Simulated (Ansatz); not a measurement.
LiI (rock salt) was relaxed and computed twice in Ansatz (plane waves, PAW), once with LDA and once with PBEsol.

```
                                                                         run 1                                    run 2
------------------------------------  ----------------------------------------  ---------------------------------------
cell                                  a = b = c = 5.9022 Å, α = β = γ = 90.00°  a = b = c = 5.804 Å, α = β = γ = 90.00°
gap (eV)                                                                  4.31                                     4.29
ΔH_f (eV/atom)                                                           -1.22                                    -1.24
B₀ by P(V) fit (GPa)                                                      22.6                                     25.7
K_Hill (GPa)                                                              22.6                                     25.8
G_Hill (GPa)                                                              15.0                                     17.1
ε∞                                                                        4.34                                     4.49
ε0                                                                        14.1                                     13.3
highest Γ mode, no LO–TO term (cm⁻¹)                                       158                                      170
electron conductivity mass (mₑ)                                           0.55                                     0.57
Θ_D (K)                                                                    208                                      220
```

Which run used which functional?

Run 1 is PBEsol, run 2 is LDA.

All cells were relaxed under the symmetry of their starts (and spin orders); stability against distortions was not tested throughout. Scalar-relativistic: spin–orbit coupling is off unless named, which matters more the heavier the elements.

Potentials: the later of the program's two PAW sets.

Ansatz (a quantum-chemistry and plane-wave program) is a plane-wave DFT program.

Formation energies count from the lowest solids of the elements computed at the same level, not from gases.
